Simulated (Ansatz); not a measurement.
Input and command of a calculation in Ansatz (plane waves; scalar-relativistic PAW potentials unless the input names others):

```yaml
crystal:
  lattice:
    - [0.0, 2.5973730518, 2.5973730518]
    - [2.5973730518, 0.0, 2.5973730518]
    - [2.5973730518, 2.5973730518, 0.0]
  atoms:
    - { symbol: Sr, position: [0.5, 0.5, 0.5] }
    - { symbol: O, position: [0.0, 0.0, 0.0] }
basis:
  ecutwfc: 420
kpoints:
  mp_grid: { grid: [8, 8, 8], shift: [0.5, 0.5, 0.5] }
hamiltonian:
  xc: pbesol
scf:
  occupations: { method: gaussian, width: 0.02 }
output:
  forces: true
  eigenvalues: true
  stress: true
relax:
  adjacent_minimum: "off"
  f_tol: 0.005
  max_steps: 50
  cell: { stress_tol: 0.05 }
```

```bash
ansatz run input.yaml --threads 1 --pin off --max-ram 2560MiB --backend cpu --events-out ev --progress --plain --runs-dir out
```

Abridged log:
```
Warning: crystal.symmetry: narrowed to the stabiliser of the k-point mesh — unitary ops 48 → 12; excluded 36 operations that carry a point of the 8×8×8 mesh (shift [0.5, 0.5, 0.5]) off the mesh (the run samples exactly the mesh kpoints.mp_grid names, as under crystal.symmetry.detect: false, and its converged state has the mesh's symmetry, not the crystal's; ε∞, the Born charges and the force constants of a linear response (`dielectric:` by the response, `phonons.method: dfpt`) are averaged over those of the crystal's operations that the state keeps within a tolerance, where `mesh_tensors`, `un ...
Basis set: ecut = 420 eV, 701 PW (Γ), exchange–correlation on 50×50×50 points (8 copies of the dense FFT grid, shifted against one another)
Bands: 12, of which v1, the nominal top of the filled ones, is band 8 counted from 1 (7 counted from 0)
Symmetry: 12 space group operations
k-points: 60 of 512
SCF iter   1: F=—  HF=-4056.113597 eV  |F-HF|=—  |Δ(HF+E_count)|=         —  Δρ=1.45e-2  dr2=7.07e-2  ethr=1.77e-3  ⟨swp⟩=8.9  Hψ=5877  notcnv=0
SCF iter   2: F=—  HF=-4056.099034 eV  |F-HF|=—  |Δ(HF+E_count)|=   1.46e-2  Δρ=2.35e-3  dr2=2.45e-3  ethr=4.42e-4  ⟨swp⟩=2.1  Hψ=1450  notcnv=0
SCF iter   3: F=—  HF=-4056.098715 eV  |F-HF|=—  |Δ(HF+E_count)|=   3.20e-4  Δρ=5.43e-4  dr2=7.09e-5  ethr=1.53e-5  ⟨swp⟩=2.0  Hψ=976  notcnv=0
SCF iter   4: F=—  HF=-4056.098722 eV  |F-HF|=—  |Δ(HF+E_count)|=   6.89e-6  Δρ=2.52e-5  dr2=1.59e-7  ethr=4.43e-7  ⟨swp⟩=2.4  Hψ=1102  notcnv=0
SCF iter   5: F=-4056.098722 eV  HF=-4056.098722 eV  |F-HF|=4.23e-9  |Δ(HF+E_count)|=   8.15e-8  Δρ=7.48e-6  dr2=7.99e-9  ethr=9.91e-10  ⟨swp⟩=2.2  Hψ=1223  notcnv=0
SCF iter   6: F=-4056.098722 eV  HF=-4056.098722 eV  |F-HF|=4.77e-11  |Δ(HF+E_count)|=   5.86e-9  Δρ=7.77e-7  dr2=8.63e-11  ethr=4.99e-11  ⟨swp⟩=2.7  Hψ=2554  notcnv=0
SCF 1 converged in 6 iterations: F = -4056.098722 eV  dr2 = 8.63e-11
relax step   1: F+E_penalty+E_count = -4056.09872182 eV  Δ(F+E_penalty+E_count) = +0.000e0 eV  max|allowed force component| = 1.538e-29 eV/Å  Δτ_max = 0.0000 Å  P = -3.590 GPa  Ω = 35.046 Å³  (6 SCF iters, dr2 threshold 1.00e-7 eV, accepted)
Crystal: 2 atoms, lattice volume = 32.204 Å³
Basis set: ecut = 420 eV, 609 PW (Γ), exchange–correlation on 50×50×50 points (8 copies of the dense FFT grid, shifted against one another)
Initial density: handed on by an earlier stage of this run
Initial wavefunctions: those handed on with the density
SCF iter   1: F=—  HF=-4056.101149 eV  |F-HF|=—  |Δ(HF+E_count)|=         —  Δρ=3.17e-3  dr2=2.12e-3  ethr=1.16e-5  ⟨swp⟩=2.1  Hψ=6317  notcnv=0
SCF iter   2: F=—  HF=-4056.101437 eV  |F-HF|=—  |Δ(HF+E_count)|=   2.89e-4  Δρ=1.39e-3  dr2=4.29e-4  ethr=1.16e-5  ⟨swp⟩=3.0  Hψ=1377  notcnv=0
   ...
SCF iter   1: F=—  HF=-4056.115588 eV  |F-HF|=—  |Δ(HF+E_count)|=         —  Δρ=7.25e-6  dr2=4.21e-9  ethr=8.34e-7  ⟨swp⟩=3.2  Hψ=7848  notcnv=0
SCF iter   2: F=—  HF=-4056.115591 eV  |F-HF|=—  |Δ(HF+E_count)|=   3.83e-6  Δρ=3.20e-6  dr2=1.18e-9  ethr=2.63e-11  ⟨swp⟩=3.9  Hψ=1793  notcnv=0
SCF iter   3: F=—  HF=-4056.115591 eV  |F-HF|=—  |Δ(HF+E_count)|=  6.64e-10  Δρ=1.51e-6  dr2=1.21e-10  ethr=7.38e-12  ⟨swp⟩=2.0  Hψ=801  notcnv=0
SCF iter   4: F=-4056.115591 eV  HF=-4056.115591 eV  |F-HF|=6.82e-12  |Δ(HF+E_count)|=  2.94e-10  Δρ=1.66e-7  dr2=1.03e-11  ethr=1.00e-12  ⟨swp⟩=2.0  Hψ=910  notcnv=0
SCF iter   5: F=-4056.115591 eV  HF=-4056.115591 eV  |F-HF|=0.00e0  |Δ(HF+E_count)|=  9.09e-13  Δρ=5.38e-8  dr2=1.06e-12  ethr=1.00e-12  ⟨swp⟩=1.0  Hψ=720  notcnv=0
SCF iter   6: F=-4056.115591 eV  HF=-4056.115591 eV  |F-HF|=4.09e-12  |Δ(HF+E_count)|=  1.36e-12  Δρ=1.27e-8  dr2=3.93e-14  ethr=1.00e-12  ⟨swp⟩=1.0  Hψ=720  notcnv=0
SCF iter   7: F=-4056.115591 eV  HF=-4056.115591 eV  |F-HF|=9.09e-13  |Δ(HF+E_count)|=    0.00e0  Δρ=3.66e-9  dr2=4.14e-15  ethr=1.00e-12  ⟨swp⟩=1.0  Hψ=720  notcnv=0
SCF iter   8: F=-4056.115591 eV  HF=-4056.115591 eV  |F-HF|=0.00e0  |Δ(HF+E_count)|=  9.09e-13  Δρ=6.16e-10  dr2=8.42e-17  ethr=1.00e-12  ⟨swp⟩=3.0  Hψ=2348  notcnv=0
SCF 7 converged in 8 iterations: F = -4056.115591 eV  dr2 = 8.42e-17
SCF converged after 8 iterations
Free energy (F): -4056.115591 eV
Harris-Foulkes:  -4056.115591 eV  (|F-HF|=0.00e0)
Internal energy: -4056.115591 eV  (E = F + TS)
E sigma→0 (E₀):  -4056.115591 eV
Fermi energy:    9.524603 eV
--- Forces (eV/Å), atoms counted from 1 ---
  atom   1  Sr     0.00000000     0.00000000     0.00000000
  atom   2  O      0.00000000     0.00000000     0.00000000
--- Stress (GPa, compression-positive) ---
       -0.006453       0.000066       0.000066
        0.000066      -0.006453       0.000066
        0.000066       0.000066      -0.006453
  P = ⅓ Tr σ = -0.0065 GPa (-0.065 kbar)
--- Relaxed structure (5 steps of the walk, 4 accepted, 2 SCFs on fresh bases) ---
  F+E_penalty+E_count = -4056.11559146 eV   max|allowed force component| = 7.889e-30 eV/Å   (the final SCF, on the basis selected at the relaxed cell)
  cell:  # Å, volume = 33.6034 Å³
    - [-3.42666175e-6, 2.56124248, 2.56124248]
    - [2.56124248, -3.42666175e-6, 2.56124248]
    - [2.56124248, 2.56124248, -3.42666175e-6]
  atoms:
    - { symbol: Sr, position: [0.5, 0.5, 0.49999999] }
    - { symbol: O, position: [0.0, 0.0, 0.0] }
```

Apart from outputs and empty bands, the input differs from a reference run on usual settings in kpoints.mp_grid.shift: not typed → [0.5, 0.5, 0.5]. The reference, at the same start, ended its own course with a relaxed volume of 16.80 Å³/atom, pressure -0.01 GPa, largest force 0.000 eV/Å, gap on the mesh 3.20 eV. This run converged in 45 SCF iterations over all its steps (reference: 45) with an energy at zero smearing 0.01 meV/atom below the reference's, a relaxed volume of 16.80 Å³/atom, pressure -0.01 GPa, largest force 0.000 eV/Å, gap on the mesh 3.38 eV.

It took 13 s on 1 thread of Arm Neoverse V1, with other jobs on the host, peak memory 0.3 GiB.